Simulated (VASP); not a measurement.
The system is Tb.

```
Tb
1.0
     3.60100    0.00000    0.00000
    -1.80050    3.11856    0.00000
     0.00000    0.00000    5.69360
Tb
2
Cartesian
  1.8005 1.0395 4.2702
  0.0000 2.0790 1.4234
```

Base run:

| Quantity | Value |
| --- | --- |
| Program | VASP 6.6.1 |
| Functional | LDA |
| Potentials or basis | VASP PAW PBE potentials, release 64 (Tb_3), 4f in core |
| Cutoff | 520 eV |
| k mesh | 9 × 9 × 5 |
| Occupations | gaussian, width 0.05 eV |
| Spin | collinear spin, ferromagnetic start |
| Starting moments | [6.0, 6.0] μB |

Its results: band gap on the k mesh none (metal or under the smearing width); pressure -4.1 GPa; net moment 0.00 μB per cell.

Question: The run is repeated on the same cell with these changes: functional from LDA to PBE; further incar settings from ALGO = Normal; EDIFF = 1e-06; NBANDS = 20 to ALGO = Normal; EDIFF = 1.00e-06. What comes out?

Answer: Band gap on the k mesh none (metal or under the smearing width); pressure 0.3 GPa; net moment 0.00 μB per cell.

Caveats: the magnetic or orbital state may not be the lowest; spin-orbit coupling is left out, which moves the levels of the heavy elements; the 4f electrons are frozen in the core as for a trivalent ion, so they carry no moment and show no levels; the PAW data sets were made with another functional, which shifts forces and pressure a little (some runs); ASE's xc='lda' writes no GGA tag, so the PBE potentials set the functional and the run is PBE (some runs).
